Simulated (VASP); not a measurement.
Here is a VASP 6.6.1 calculation.

The input INCAR:

```
SYSTEM = H3C2N
PREC = Accurate
ENCUT = 520
EDIFF = 1E-7
ISMEAR = -1
SIGMA = 0.05
LREAL = Auto
LASPH = .True.
NELM = 80
ALGO = Normal
ISIF = 2
LWAVE = .False.
LCHARG = .True.
GGA = PE
IVDW = 12
LELF = .True.
LVHAR = .True.
NBANDS = 72
```

KPOINTS

```
regular mesh
0
Gamma
  1 1 1
  0 0 0
```

The input POSCAR:

```
H3C2N
1.0
    7.4745810000      0.0000000000      0.0000000000
    0.0000000000      7.4745810000      0.0000000000
    0.0000000000      0.0000000000      7.4745810000
C N H
12 6 18
Direct
    0.6824195229      0.7352652945      0.4744078631
    0.6421898431      0.9180313920      0.5371404765
    0.0684051721      0.4011596102     -0.0642176464
    0.2076638142      0.3813859265      0.0822654808
    0.8258924480      0.7753879448     -0.0463838709
    0.6684254275      0.6608798540     -0.0854897418
    0.7516675517      0.3160712286      0.2992274751
    0.8566767823      0.3342260924      0.4552897346
    0.2177245788      0.7202544196      0.4478378119
    0.1002196645      0.8629380028      0.3753789008
    0.3197369859     -0.0124689264      0.8681690653
    0.3823893272     -0.0477484959      1.0455836922
    0.6028832921      1.0684478501      0.5661186895
    0.3028129604      0.3712047538      0.2095502076
    0.5453416051      0.5800726489     -0.1129026497
    0.9681211562      0.3704823053      0.5587202814
    0.0186097388      0.9799746635      0.3185329051
    0.4802275873     -0.0841920102      1.1652291948
    0.6445578689      0.6263227330      0.5688479394
    0.6140411081      0.7262213093      0.3375038681
    0.8278992495      0.7299940960      0.4446135509
    0.1332248590      0.3688367281     -0.1991415974
   -0.0420090437      0.3035755449     -0.0657695729
    0.0245498711      0.5323642890     -0.0929684219
    0.7911078895      0.9162921641     -0.0628262641
    0.8812534107      0.7344893312      0.0931824807
    0.9191016861      0.7108492101     -0.1377736090
    0.7606045075      0.4495502825      0.2075969208
    0.8149620694      0.2222064354      0.2175105200
    0.6118336265      0.2738615047      0.3049401699
    0.2521479130      0.6176265934      0.3408485372
    0.3451966070      0.7647920332      0.5057942378
    0.1329305281      0.6547524202      0.5483785646
    0.3897342206      0.0960990322      0.8037373600
    0.3558192760     -0.1331981017      0.7934491579
    0.1700295976      0.0057795882      0.8653996793
```

Potentials or basis: VASP PAW PBE potentials, release 64 (C, N, H).

Run with:

```console
$ cat potpaw_PBE.64/C/POTCAR potpaw_PBE.64/N/POTCAR potpaw_PBE.64/H/POTCAR > POTCAR
$ mpirun -np 1 vasp_gam > vasp.out
```

(1) Estimate the largest force.

(2) Predict the dispersion energy per atom.

(3) What does it give for the band gap on the k mesh?

Results:

(1) 6.721 eV/Å.

(2) -0.057 eV.

(3) 5.82 eV, direct.

Caveat: the standard files for N, O and F lose accuracy on very short bonds.
